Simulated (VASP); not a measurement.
Input of a VASP 6.6.1 run:

File POSCAR:

```
BN
1.0
    1.2511217832      0.7223354983      3.3729344033
   -1.2511217832      0.7223354983      3.3729344033
    0.0000000000     -1.4446709966      3.3729344033
N B
1 1
Direct
    0.6672382000      0.6672382000      0.6672382000
    0.0003288000      0.0003288000      0.0003288000
```

The input INCAR.step1:

```
SYSTEM = BN
ALGO = Normal ; EDIFF = 1E-5
ENCUT = 520 ; GGA = PE
ISIF = 2 ; ISMEAR = -1
LASPH = .TRUE. ; LCHARG = .FALSE.
LREAL = .FALSE. ; LWAVE = .TRUE.
NELM = 80 ; PREC = Accurate
SIGMA = 0.05
```

INCAR.step2

```
SYSTEM = BN
ALGO = Normal ; EDIFF = 1E-6
ENCUT = 520 ; GGA = PS
HFSCREEN = 0.2 ; ISIF = 2
ISMEAR = -1 ; ISTART = 1
LASPH = .TRUE. ; LCHARG = .FALSE.
LHFCALC = .TRUE. ; LREAL = .FALSE.
LWAVE = .FALSE. ; NELM = 80
PREC = Accurate ; PRECFOCK = Fast
SIGMA = 0.05
```

The input KPOINTS:

```
k-points
0
G
  6 6 6
  0 0 0
```

The input KPOINTS_OPT:

```
path GLB1,BZGX,QFP1Z,LP
10
line-mode
reciprocal
 0.0000000000  0.0000000000  0.0000000000  G
 0.5000000000  0.0000000000  0.0000000000  L

 0.5000000000  0.0000000000  0.0000000000  L
 0.5000000000  0.1972419765 -0.1972419765  B1

 0.8027580235  0.5000000000  0.1972419765  B
 0.5000000000  0.5000000000  0.5000000000  Z

 0.5000000000  0.5000000000  0.5000000000  Z
 0.0000000000  0.0000000000  0.0000000000  G

 0.0000000000  0.0000000000  0.0000000000  G
 0.3486209883  0.0000000000 -0.3486209883  X

 0.6513790117  0.3486209883  0.0000000000  Q
 0.5000000000  0.5000000000  0.0000000000  F

 0.5000000000  0.5000000000  0.0000000000  F
 0.6513790117  0.6513790117  0.1972419765  P1

 0.6513790117  0.6513790117  0.1972419765  P1
 0.5000000000  0.5000000000  0.5000000000  Z

 0.5000000000  0.0000000000  0.0000000000  L
 0.8027580235  0.3486209883  0.3486209883  P
```

Potentials or basis: VASP PAW PBE potentials, release 64 (N, B).

Command:

```console
$ cat potpaw_PBE.64/N/POTCAR potpaw_PBE.64/B/POTCAR > POTCAR
$ cp INCAR.step1 INCAR
$ mpirun -np 1 vasp_std > vasp.out
$ cp INCAR.step2 INCAR
$ mpirun -np 1 vasp_std > vasp.out
```

Question: What does it give for the largest force?

Answer: 0.006 eV/Å.

Question: Estimate the pressure.

Answer: -3.2 GPa.

Forces in eV/Å, atoms in the order of the input:
```
N    0.000  0.000 -0.006
B    0.000  0.000  0.006
```

Caveat: the k mesh is coarse (spacing up to 0.49 Å⁻¹), so the values aren't converged, least of all with exact exchange; the PAW data sets were made with another functional, which shifts forces and pressure a little.
